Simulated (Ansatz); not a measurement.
**Structure types of Ni at a series of pressures**

All-electron LAPW in Ansatz 0.2.0 under PBE, scalar-relativistic, energies extrapolated to zero smearing, no spin–orbit coupling; the runs start ferromagnetic, and antiferromagnetic order wasn't tried. At each pressure a set of structure types was relaxed with symmetry kept. The table gives H = E + pV above the lowest type of that row in meV/atom (up to 5 of noise); a dash means not tried or turned into another type. Real phases may be missing from the set. k spacings are near 0.17 to 0.21 Å⁻¹, smearing 0.05 to 0.1 eV. Moments of the leading type: 0.66, 0.59, 0.58, 0.53, 0.40, 0.00, 0.00 μB/atom.

Question: Among fcc, diamond, hcp, bcc, beta tin, omega, which leads at -0.94, 23, 69, 190, 320, 740, 1300 GPa?

Answer: fcc at -0.94 GPa; fcc at 23 GPa; fcc at 69 GPa; fcc at 190 GPa; fcc at 320 GPa; fcc at 740 GPa; fcc at 1300 GPa.

```csv
p (GPa),V of the lowest (Å³/atom),fcc,diamond,hcp,bcc,beta tin,omega
-0.94,10.95,0,1172,27,98,–,–
23,9.94,0,1886,29,112,601,152
69,8.84,0,2876,36,115,781,191
190,7.44,0,4714,46,116,1112,–
320,6.65,0,6201,51,111,1373,–
740,5.38,0,9703,71,115,–,409
1300,4.59,0,13142,78,118,–,505
```
